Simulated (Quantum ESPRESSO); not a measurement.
Runs of Quantum ESPRESSO 7.5 on Bi. The cell holds a slab with vacuum, 5 atoms: a = 4.539 Å, b = 4.539 Å, c = 38.658 Å, α = 90.00°, β = 90.00°, γ = 120.00°. The slab is cut from a database's or a generator's crystal, which needn't be the stable form of the element.

```csv
smearing,gap on the mesh (eV),largest force (eV/Å),work function (eV)
cold 0.05 eV,none,0.06,4.77
cold 0.1 eV,none,(a),4.76
cold 0.025 eV,none,0.06,4.77
cold 0.2 eV,none,0.04,4.77
cold 0.01 eV,none,0.06,4.76
```

Alike in all rows: task work function; level PBE; potentials or basis PseudoDojo 0.4.1 SR PBE standard; no spin polarisation; cell as given; k mesh 5 × 5 × 1; cutoff (eV) 898.

Q: Fill in the values left out.

A: (a) 0.05.

Caveats: spin-orbit coupling is left out, which moves the levels of the heavy elements.

A k mesh can miss the band edges, and the runs leave out spin-orbit coupling on Bi.

A gap of «none» marks a metal or a gap under the smearing width.
